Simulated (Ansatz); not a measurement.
# Ti (Im-3m) in Ansatz: further runs

The runs below take Ti through single point, with PBE.

Everything below comes from runs of Ansatz 0.2.0. Logs are shortened: lines on timing, memory, paths and dates and some standing lists are left out, and cuts for length are marked.

## (1) The structure

It takes space group Im-3m (No. 229, cubic). Conventional cell: a = 3.282 Å, b = 3.282 Å, c = 3.282 Å, α = 90.00°, β = 90.00°, γ = 90.00°. Around Ti (site symmetry m-3m) lie 8 Ti at 2.84 Å.

This isn't the form of Ti at room conditions, which is hcp.

## (2) Single point, PBE

input.yaml

```yaml
crystal:
  lattice:
    - [-1.641, 1.641, 1.641]
    - [1.641, -1.641, 1.641]
    - [1.641, 1.641, -1.641]
  atoms:
    - { symbol: Ti, position: [0.0, 0.0, 0.0] }
kpoints:
  mp_grid: { grid: [7, 7, 7] }
scf:
  occupations: { method: fermi_dirac, width: 0.04 }
hamiltonian:
  xc: pbe
  pseudopotentials: { kind: all_electron, lapw: { basis_error: 0.003 } }
output:
  forces: true
  stress: true
  eigenvalues: true
```

Potentials or basis: all-electron LAPW, scalar-relativistic.

Command:

```
$ ansatz run input.yaml --threads 1 --pin off --max-ram 3072MiB --backend cpu --events-out ev --progress --plain --runs-dir out
```

Standard output:

```text
Warning: RAYON_NUM_THREADS=1 ignored (pool sized by the plan → 1); use --threads N
LAPW: plane waves up to 7.254 Å⁻¹, error target 3.0e-3 eV per atom; small_component_spin mean_spin; Ti in spheres of 1.421 Å, 12 of its electrons in bands, Dirac shells [] (how accurate: hamiltonian.pseudopotentials.lapw.basis_error, Limitations)
Engine: ansatz 0.2.0, aarch64-unknown-linux-gnu
Pseudopotentials: kind: all_electron
Pseudopotential: Ti, LAPW, valence charge 12, lapw/all_electron/scalar/gaussian/Ti, Koelling and Harmon's equation, gaussian nucleus
Functional definition: PBE
  parameter kappa = 0.804
  parameter beta = 0.06672455060314922
  exchange = pbe_x(kappa = kappa, mu = beta*pi^2/3)
  correlation = pbe_c(beta = beta)
Crystal: 1 atoms, lattice volume = 17.676 Å³
Basis set: ecut = 200.50346085389273 eV, 135 PW (Γ), exchange–correlation at level 2
Bands: 10, of which v1, the nominal top of the filled ones, is band 6 counted from 1 (5 counted from 0)
Symmetry: 48 space group operations
Space group: Im-3m (ITA 229), of the structure as read, at distance tolerance 2.6e-5 Å
k-points: 20 of 343
Non-local potential: Ti, projectors of the file, none
Initial density: superposition of atomic densities (chi_scale 0.1, normalization cell)
Initial wavefunctions: plane waves of lowest kinetic energy (no species holds an atomic orbital)
Functional: x = pbe(κ = 0.804, μ = 0.2195149727645171), c = pbe(β = 0.06672455060314922)
iter 1 solved again at ethr=6.20e-4 eV; its pass at ethr=1.00e-1 eV (dr2=7.44e-2 eV) is discarded
SCF iter   1: F=—  HF=-23233.395386 eV  |F-HF|=—  |Δ(HF+E_count)|=         —  Δρ=2.35e-2  dr2=7.50e-2  ethr=6.20e-4  ⟨swp⟩=2.7  Hψ=1465  notcnv=0
preconditioner: auto → none  [insulator: Δε(μ)=0.282 eV  Ē_g=4.424 eV  σ=0.040 eV  W_gap=0.70  n_scr=0 (ndim 8)  ℏωp=17.7 eV  f_vac=0.000  D(μ)=1.62/eV (n_scr^D=18)  ε∞_Penn≈16.9]
iter 2 solved again at ethr=5.67e-7 eV; its pass at ethr=6.20e-4 eV (dr2=6.80e-5 eV) is discarded
SCF iter   2: F=—  HF=-23233.234960 eV  |F-HF|=—  |Δ(HF+E_count)|=   1.60e-1  Δρ=9.80e-4  dr2=6.77e-5  ethr=5.67e-7  ⟨swp⟩=3.1  Hψ=1134  notcnv=0
SCF iter   3: F=—  HF=-23233.220731 eV  |F-HF|=—  |Δ(HF+E_count)|=   1.42e-2  Δρ=3.22e-3  dr2=1.42e-3  ethr=5.64e-7  ⟨swp⟩=3.1  Hψ=746  notcnv=0
SCF iter   4: F=—  HF=-23233.220528 eV  |F-HF|=—  |Δ(HF+E_count)|=   2.02e-4  Δρ=1.21e-4  dr2=1.62e-6  ethr=5.64e-7  ⟨swp⟩=2.6  Hψ=608  notcnv=0
SCF iter   5: F=—  HF=-23233.220519 eV  |F-HF|=—  |Δ(HF+E_count)|=   9.86e-6  Δρ=6.92e-5  dr2=6.38e-7  ethr=1.35e-8  ⟨swp⟩=3.0  Hψ=631  notcnv=0
SCF iter   6: F=-23233.220518 eV  HF=-23233.220518 eV  |F-HF|=9.46e-11  |Δ(HF+E_count)|=   2.90e-7  Δρ=6.85e-6  dr2=5.94e-9  ethr=5.32e-9  ⟨swp⟩=2.0  Hψ=586  notcnv=0
SCF 1 converged in 6 iterations: F = -23233.220518 eV  dr2 = 5.94e-9
SCF converged after 6 iterations
Free energy (F): -23233.220518 eV
Harris-Foulkes:  -23233.220518 eV  (|F-HF|=9.46e-11)
Internal energy: -23233.209874 eV  (E = F + TS)
E sigma→0 (E₀):  -23233.215196 eV
Entropy (-TS):   -0.010644 eV (-10.644 meV/atom)
Fermi energy:    13.260543 eV
--- Per-component energies (eV) ---
  E_band       = -155.935490
  E_kinetic    = 23457.018351
  E_xc         = -1147.820996
  E_electrostatic = -45542.407229  (all electrons and nuclei)
  E_smearing   = -0.010644  (= −TS)
  E_closure    = 0.000000  (closes the sum)
  E_atoms      = -23226.621050  (free atoms, spherical and without spin; not in F)
  Σ components = -23233.220518   (vs F -23233.220518, Δ=0.00e0)
  Basis errors (estimates in eV, not in F): energy 3.6e-4 per atom: plane waves 3.4e-4 (1.8e-4 summed), levels above the bands 3.2e-89, relativity 2.8e-8, radial functions 1.9e-5, core shells 4.1e-8; eigenvalues (radial functions only) 3.8e-6; not estimated: angular momenta, meshes, grids; target (lapw.basis_error) 3.0e-3; muffin-tin radii Ti 1.421 Å
--- Forces (eV/Å), atoms counted from 1 ---
  atom   1  Ti     0.00000000     0.00000000    -0.00000000
  max |Σ_I F_I| component: 2.18e-31 eV/Å
--- Stress (GPa, compression-positive) ---
       -1.580321       0.000000      -0.000000
        0.000000      -1.580321      -0.000000
       -0.000000      -0.000000      -1.580321
  P = ⅓ Tr σ = -1.5803 GPa (-15.803 kbar)
--- Band table (eV; the first three rows and the last of 20) ---
  k-point 0: bands = ["-43.3288", "-19.2161", "-19.2161", "-19.2161", "7.3662", "14.1961", "14.1961", "14.1961", "15.9143", "15.9143"]
  k-point 1: bands = ["-43.3058", "-19.3396", "-19.2544", "-19.2167", "8.0312", "13.9100", "14.0647", "14.6788", "15.6612", "15.9382"]
  k-point 2: bands = ["-43.2540", "-19.6101", "-19.3397", "-19.2183", "9.6545", "13.3272", "13.5755", "15.6867", "15.9227", "16.0509"]
  k-point 19: bands = ["-43.1283", "-19.6537", "-19.6307", "-19.6307", "11.3397", "11.3787", "16.4918", "16.4918", "16.8905", "20.2696"]
```

Wall time 0.84 s (1 thread of Arm Neoverse V2, shared host); peak memory 0.19 GiB.

What came out:

```
Free energy            : -23233.2205 eV
Pressure               : -1.6 GPa
Band gap on the k mesh : none (metal or under the smearing width)
```

Caveat: the k mesh is coarse (spacing up to 0.39 Å⁻¹), so the values aren't converged; the k mesh is thin for a metal, which can move the energy by tens of meV per atom.

## (3) Single point, PBE

input.yaml

```yaml
crystal:
  lattice:
    - [-1.641, 1.641, 1.641]
    - [1.641, -1.641, 1.641]
    - [1.641, 1.641, -1.641]
  atoms:
    - { symbol: Ti, position: [0.0, 0.0, 0.0] }
kpoints:
  mp_grid: { grid: [11, 11, 11] }
scf:
  occupations: { method: gaussian, width: 0.012 }
hamiltonian:
  xc: pbe
  pseudopotentials: { kind: all_electron, lapw: { basis_error: 0.001 } }
output:
  forces: true
  stress: true
  eigenvalues: true
```

Potentials or basis: all-electron LAPW, scalar-relativistic.

Command:

```
$ ansatz run input.yaml --threads 1 --pin off --max-ram 3072MiB --backend cpu --events-out ev --progress --plain --runs-dir out
```

Run time: 2 s. Hardware: 1 thread of Arm Neoverse V2, shared host; peak memory 0.22 GiB.

It converged, with:

| Item | Value |
| --- | --- |
| Free energy | -23233.2110 eV |
| Pressure | -2.9 GPa |
| Band gap on the k mesh | none (metal or under the smearing width) |

Levels at points of the mesh, in eV from the Fermi level:
| k point | band 2 | band 3 | band 4 | band 5 | band 6 | band 7 | band 8 | band 9 | band 10 |
| --- | --- | --- | --- | --- | --- | --- | --- | --- | --- |
| (0.00, 0.00, 0.00) | -32.39 | -32.39 | -32.39 | -5.89 | 1.00 | 1.00 | 1.00 | 2.72 | 2.72 |
